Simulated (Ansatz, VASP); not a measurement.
Yb in VASP and in Ansatz

```xyz
1
Lattice="3.2124 0.0000 0.0000 0.0000 3.2124 0.0000 0.0000 0.0000 3.2124" Properties=species:S:1:pos:R:3 pbc="T T T"
Yb    0.0000    0.0000    0.0000
```

Change from the starting cell: volume scaled by 0.85, LAPW.

Alike in both runs: task single point; functional PBE; k mesh 13 × 13 × 13; occupations fermi-dirac, width 0.1 eV; no spin polarisation.

|  | VASP | Ansatz |
| --- | --- | --- |
| version | VASP 6.6.1 | Ansatz 0.2.0 |
| potentials or method | VASP PAW PBE potentials, release 64 (Yb), cutoff 520 eV | all-electron LAPW, scalar-relativistic |

VASP gave:

| Property | Result |
| --- | --- |
| pressure (GPa) | 3.7 |

Task: Estimate Ansatz's values.

Result: Pressure (GPa): 2.5.

Ansatz ran all-electron here, so the differences hold the error of VASP's frozen core and of both bases.

The runs have no spin-orbit coupling, so splittings on Yb are missing. Spin polarisation is off, so any magnetic state and its effect on volume and gap are missing.
